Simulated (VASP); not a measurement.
Crystal: Pd.

```xyz
2
Lattice="2.7497 0.0000 0.0000 -1.3748 2.3813 0.0000 0.0000 0.0000 4.4902" Properties=species:S:1:pos:R:3 pbc="T T T"
Pd    0.0000    1.5875    1.1225
Pd    1.3748    0.7938    3.3676
```

This isn't the form of Pd at room conditions, which is fcc.

- Program: VASP 6.6.1
- Task: relaxation of cell and atoms
- Functional: PBEsol
- Potentials or basis: VASP PAW PBE potentials, release 64 (Pd)
- Cutoff: 600 eV
- k mesh: 18 × 18 × 10
- Occupations: gaussian, width 0.1 eV
- Spin: no spin polarisation

At the start: pressure -1.4 GPa; volume 14.70 Å³/atom.

**Question.** Where does the relaxation end?

**Answer.** Over 8 steps the energy falls by 3.9 meV/atom and the volume is 14.59 Å³/atom (-0.7 %); space group P6_3/mmc (No. 194, to 0.05 Å).

Step by step:
```
step  energy change (eV)  largest force (eV/Å)  pressure (GPa)  volume (Å³)
   1              0.0000                0.0000           -1.41        29.40
   2             -0.0043                0.0000            2.42        28.85
   3             -0.0049                0.0000            1.38        28.99
   4             -0.0076                0.0000           -0.03        29.19
   5             -0.0077                0.0000            0.22        29.16
   6             -0.0077                0.0000            0.19        29.16
   7             -0.0077                0.0000           -0.22        29.22
   8             -0.0077                0.0000           -0.01        29.19
```

Final structure:
```
Pd
1.0
     2.71796    0.00000    0.00000
    -1.35898    2.35382    0.00000
     0.00000    0.00000    4.56222
Pd
2
Direct
  0.33333 0.66667 0.25000
  0.66667 0.33333 0.75000
```

Caveat: the PAW data sets were made with another functional, which shifts forces and pressure a little.
